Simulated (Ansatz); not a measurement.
Fluorite TiO2, relaxed with r2SCAN: it is cubic, Fm-3m (No. 225); a = 4.794 Å in the conventional setting, 9.18 Å³ an atom. Around Ti lie 8 O at 2.08 Å; around O lie 4 Ti at 2.08 Å. One-shot G0W0@PBE in Ansatz on a 6×6×6 mesh (contour deformation, no spin-orbit coupling), from a PBE gap of 1.144 eV over the mesh points (the G0W0 gap is indirect on the mesh); the number N of bands summed and the screening cutoff rise together. These are computed values for a spin-unpolarised cell that may be hypothetical; none is a measurement.

```tsv
N	cutoff (eV)	1000/N	G0W0 gap (eV)
74	100	13.514	2.216
163	180	6.135	2.309
```

Task: Lay a straight line in 1000/N through these rows.

Result: The slope is -0.0126 eV per unit of 1000/N and the intercept 2.386 eV.

Task: Predict the gap at N = 304 (260 eV).

Result: 2.386 + (-0.0126) × 3.289 = 2.345 eV; the run gives 2.389 eV, +0.044 eV from the line.

Task: With that run's result added, what limit do the last two rows suggest?

Result: Their slope is (2.389 − 2.309)/(3.289 − 6.135) = -0.0281, which meets 1/N = 0 at 2.48 eV, against 2.386 eV from the first line. The slope steepens, so 1/N isn't yet asymptotic and the true limit probably lies higher still; the k mesh isn't extrapolated.
